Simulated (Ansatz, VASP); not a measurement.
# Re in VASP and in Ansatz

The input POSCAR:

```
Re
1.0
   -1.6367040000      1.6367040000      1.3475810000
    1.6367040000     -1.6367040000      1.3475810000
    1.6367040000      1.6367040000     -1.3475810000
Re
1
Direct
    0.0000000000      0.0000000000      0.0000000000
```

The input INCAR.step1:

```
PREC = Accurate ; ENCUT = 520
ISMEAR = -1 ; SIGMA = 0.1
LREAL = F ; LASPH = T
NELM = 80 ; NBANDS = 10
GGA = PE ; ALGO = Normal
EDIFF = 1E-4 ; LWAVE = T
LCHARG = F
```

Contents of INCAR.step2:

```
PREC = Accurate ; ENCUT = 520
EDIFF = 1E-6 ; ISMEAR = -1
SIGMA = 0.1 ; LREAL = F
LASPH = T ; NELM = 80
ALGO = Normal ; ISIF = 2
LWAVE = F ; LCHARG = F
METAGGA = R2SCAN ; LMIXTAU = T
NBANDS = 10 ; ISTART = 1
```

The input KPOINTS:

```
Automatic mesh
0
Gamma
  8 8 8
```

Input for Ansatz:

```yaml
crystal:
  lattice:
    - [-1.636704, 1.636704, 1.347581]
    - [1.636704, -1.636704, 1.347581]
    - [1.636704, 1.636704, -1.347581]
  atoms:
    - { symbol: Re, position: [0.0, 0.0, 0.0] }
  symmetry: { tolerance: 0.0003 }
kpoints:
  mp_grid: { grid: [8, 8, 8], shift: [0, 0, 0] }
magnetization:
  spin_polarized: false
scf:
  occupations: { method: fermi_dirac }
hamiltonian:
  pseudopotentials: { kind: paw }
  xc: r2scan
basis:
  ecutwfc: 500
output:
  forces: true
  stress: true
  eigenvalues: true
  write_density: true
  write_potential: true
  elf: true
  volumetric_format: npy
```

The cell was built by a generator and needn't be a form met in nature.

Alike in both runs: task single point; functional r2SCAN; k mesh 8 × 8 × 8; no spin polarisation.

|  | VASP | Ansatz |
| --- | --- | --- |
| version | VASP 6.6.1 | Ansatz 0.2.0 |
| potentials or method | VASP PAW PBE potentials, release 64 (Re) | PAW plane waves |
| plane-wave cutoff (eV) | 520 | 500 |
| occupations | fermi-dirac, width 0.1 eV | fermi-dirac |
| valence electrons in the cell | 7 | 15 |

```tsv
	VASP	Ansatz	Ansatz less VASP
gap on the k mesh at the Fermi level (eV)	none	none	-
pressure (GPa)	16.0	15.7	-0.29
largest component of the traceless stress (GPa)	26.64	26.93	+0.291
```

A gap of «none» marks a metal or a gap that the smearing closes. The two sets of potentials don't hold the same shells in valence.

Caveats: the k mesh is coarse (spacing up to 0.38 Å⁻¹), so the values aren't converged; so large a pressure means that the cell lies far from this level's equilibrium, or that cutoff or potentials fall short (VASP); the potentials were made for another functional, which shifts forces and pressure (VASP). Spin-orbit coupling is left out, which matters for the levels of Re.
